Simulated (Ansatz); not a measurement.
## PbS under changes of volume

One of the cells (26.664 Å³/atom); the others are scaled copies at fixed shape and fractional positions:

```
CELL_PARAMETERS angstrom
2.07995 -5.99130 0.00000
2.07995 5.99130 0.00000
0.00000 0.00000 4.27932
ATOMIC_POSITIONS crystal
Pb 0.13056 0.86944 0.25000
Pb 0.86944 0.13056 0.75000
S 0.35480 0.64520 0.25000
S 0.64520 0.35480 0.75000
```

Measurements of this composition are mostly on another form, of space group No. 225.

```yaml
Program: Ansatz 0.2.0
Functional: PBE
Potentials_or_basis: Ansatz PAW
Cutoff: "420 eV (not typed: the program's choice for these potentials)"
k_mesh: 7 × 7 × 6
Occupations: fermi-dirac, width 0.05 eV
Spin: no spin polarisation
```

```csv
volume (Å³/atom),energy over the lowest point (meV/atom),pressure (GPa),gap on the mesh (eV),largest force (eV/Å)
25.064,30.86,5.0,1.11,0.487
25.597,16.77,3.5,1.16,0.340
26.130,7.22,2.2,1.21,0.203
26.664,1.77,1.1,1.25,0.102
27.197,0.00,0.0,1.29,0.044
27.730,?,?,?,?
28.263,6.07,-1.8,1.34,0.259
```

Problem. What does the run at 27.730 Å³/atom give?

Solution. Energy over the lowest point 1.54 meV/atom; pressure -0.9 GPa; gap on the mesh 1.32 eV; largest force 0.155 eV/Å.

Worked out: A Birch-Murnaghan fit of order 3 (a polynomial in V^(-2/3)) to the other rows has its minimum at 27.21 Å³/atom with B0 = V·E''(V) = 51 GPa and B' = 4.4 at fixed shape and positions, which overstates the stiffness. It gives 1.55 meV/atom at 27.730 Å³/atom, against the run's 1.54, and -dE/dV = -0.9 GPa, against -0.9. A parabola through the other rows of the gap, of slope 1.41 eV per unit of ln V there, gives 1.32 eV, against the run's 1.32.

Energies are extrapolated to zero smearing.

Caveats: odd divisions of the mesh miss points on the zone boundary, where band edges often lie, so the gap on the mesh can be too wide; spin-orbit coupling is left out, which as a rule narrows the gap of such compounds by several tenths of an eV.

A mesh can miss the band edges.
